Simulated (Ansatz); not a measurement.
# V under changes of volume

One of the cells (13.872 Å³/atom); the others are scaled copies at fixed shape and fractional positions:

```xyz
2
Lattice="2.6043 0.0000 0.0000 -1.3021 2.2554 0.0000 0.0000 0.0000 4.7233" Properties=species:S:1:pos:R:3 pbc="T T T"
V     0.0000    1.5036    1.1808
V     1.3021    0.7518    3.5425
```

This isn't the form of V at room conditions, which is bcc.

```yaml
Program: Ansatz 0.2.0
Functional: PBEsol
Potentials_or_basis: Ansatz PAW earlier set
Cutoff: "840 eV (not typed: the program's choice for these potentials)"
k_mesh: 12 × 12 × 6
Occupations: fermi-dirac, width 0.05 eV
Spin: collinear spin, ferromagnetic start
Starting_moments: "[2.0, 2.0] μB"
```

```tsv
volume (Å³/atom)	energy over the lowest point (meV/atom)	pressure (GPa)
13.039	?	?
13.317	0.00	-0.2
13.594	3.84	-3.9
13.872	13.79	-7.2
14.149	29.25	-10.2
14.427	49.68	-13.0
14.704	74.59	-15.4
```

Q: What does the run at 13.039 Å³/atom give?

A: Energy over the lowest point 2.93 meV/atom; pressure 3.9 GPa.

Worked out: A Birch-Murnaghan fit of order 3 (a polynomial in V^(-2/3)) to the other rows has its minimum at 13.29 Å³/atom, just outside them, with B0 = V·E''(V) = 188 GPa and B' = 3.9 at fixed shape and positions, which overstates the stiffness. It gives 2.91 meV/atom at 13.039 Å³/atom, against the run's 2.93, and -dE/dV = 3.8 GPa, against 3.9.

Energies are extrapolated to zero smearing.

Caveats: the PAW data sets come from PBE, with cores solved anew for the run's functional, which leaves a small shift of forces and pressure; the starting moments weren't kept.
